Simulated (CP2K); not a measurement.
The system is WS2, a slab with vacuum.

```
CELL_PARAMETERS angstrom
3.18352 0.00000 0.00000
-1.59176 2.75701 0.00000
0.00000 0.00000 16.95058
ATOMIC_POSITIONS crystal
W 0.00000 0.00000 0.00000
S 0.33333 0.66667 0.09200
S 0.33333 0.66667 0.90800
```

Program: CP2K 2026.2. Alike in all runs: potentials or basis GTH_POTENTIALS W GTH-PBE-q14, S GTH-PBE-q6; DZVP-MOLOPT-SR-GTH basis; no spin polarisation; cell as given; smearing fermi-dirac 0.05 eV.

Problem. Order these runs on this cell by their band gap on the k mesh, lowest first.
A. level PBEsol+U; U W d U = 2.0 eV; k mesh 7 × 7 × 2; CUTOFF of the grids 450 Ry; PLUS_U_METHOD MULLIKEN; shape of the broadening LORENTZIAN
B. level r2SCAN; k mesh 10 × 10 × 2; points a segment of the path (NPOINTS) 10; bands added on the path 6; CUTOFF of the grids 675 Ry
C. level PBEsol+U; U W d U = 4.0 eV; k mesh 7 × 7 × 2; CUTOFF of the grids 450 Ry; PLUS_U_METHOD MULLIKEN; shape of the broadening LORENTZIAN

Solution. C (1.66 eV), A (1.90 eV), B (2.06 eV).

Caveats: spin-orbit coupling is left out, which moves the levels of the heavy elements; the basis of atomic orbitals isn't converged, which shifts pressures, moduli and gaps; this program's U acts on Mulliken populations of all basis functions of the shell, so it isn't the U of plane-wave codes (some runs); energies scatter by some meV and the pressure isn't listed (some runs); meta-GGAs are noisy in the vacuum on a uniform grid, which can shift empty levels and the work function (some runs).

A k mesh can miss the band edges, odd and even meshes differently.
